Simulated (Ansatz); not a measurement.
The system is V.

```
V
1.0
    -1.51435    1.51435    1.51435
     1.51435   -1.51435    1.51435
     1.51435    1.51435   -1.51435
V
1
Direct
  0.00000 0.00000 0.00000
```

* Program: Ansatz 0.2.0
* Task: relaxation of cell and atoms
* Functional: PBEsol0
* Potentials or basis: Ansatz PAW
* Cutoff: 420 eV (not typed: the program's choice for these potentials)
* k mesh: 6 × 6 × 6
* Occupations: fermi-dirac, width 0.05 eV
* Spin: collinear spin, ferromagnetic start
* Starting moments: [2.0] μB

At the start: volume 13.89 Å³/atom.

Problem. Where does the relaxation end?

Solution. It ends after 5 steps and the volume is 12.93 Å³/atom (-6.9 %); space group Im-3m (No. 229, to 0.05 Å); moment 0.78 μB per cell.

The path:
```csv
step,energy change (eV),largest force (eV/Å),volume (Å³)
1,0.0000,0.0000,13.89
2,-0.0403,0.0000,12.65
3,-0.0442,0.0000,12.96
4,-0.0443,0.0000,12.93
5,-0.0436,0.0000,12.93
```

Final structure:
```cif
data_structure
_symmetry_space_group_name_H-M 'P 1'
_symmetry_Int_Tables_number 1
_cell_length_a 2.5609
_cell_length_b 2.5609
_cell_length_c 2.5609
_cell_angle_alpha 109.471
_cell_angle_beta 109.471
_cell_angle_gamma 109.471
_cell_volume 12.93
loop_
_atom_site_label
_atom_site_type_symbol
_atom_site_fract_x
_atom_site_fract_y
_atom_site_fract_z
_atom_site_occupancy
V1 V 0.00000 0.00000 0.00000 1
```

Caveat: the k mesh is coarse (spacing up to 0.49 Å⁻¹), so the values aren't converged, least of all with exact exchange; the magnetic or orbital state may not be the lowest; the plane-wave basis is chosen anew once the cell has moved, so the energies of steps on either side of that aren't comparable; the PAW data sets come from PBE, with cores solved anew for the run's functional, which leaves a small shift of forces and pressure.
